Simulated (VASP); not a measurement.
Crystal: InAs.

```
In As
1.0
     0.00000    3.01800    3.01800
     3.01800    0.00000    3.01800
     3.01800    3.01800    0.00000
In As
1 1
Direct
  0.00000 0.00000 0.00000
  0.75000 0.75000 0.75000
```

Program: VASP 6.6.1. Alike in all runs: potentials or basis VASP PAW PBE potentials, release 64 (In_d, As); no spin polarisation; cell as given; cutoff (eV) 520.

Q: Order these runs on this cell by their pressure, lowest first.
A. level PBE; k mesh 8 × 8 × 8; smearing gaussian 0.029 eV; mesh quality not flagged
B. level PBEsol; k mesh 8 × 8 × 8; smearing gaussian 0.05 eV; mesh quality not flagged
C. level PBE; k mesh 3 × 3 × 3; smearing gaussian 0.03 eV; mesh quality coarse
D. level r2SCAN50; k mesh 4 × 4 × 4; smearing fermi-dirac 0.05 eV; grid for exact exchange (PRECFOCK) Fast; exchange at q = 0 default; mesh quality coarse

A: D (-0.6 GPa), B (1.6 GPa), A (4.4 GPa), C (6.2 GPa).

Caveats: some runs use coarse meshes; the PAW data sets were made with another functional, which shifts forces and pressure a little (some runs); an unscreened hybrid on a path of extra k points without a Coulomb cutoff has errors near the mesh points, so the bands along the path aren't reliable (some runs).

Not every run made on this cell is shown here.
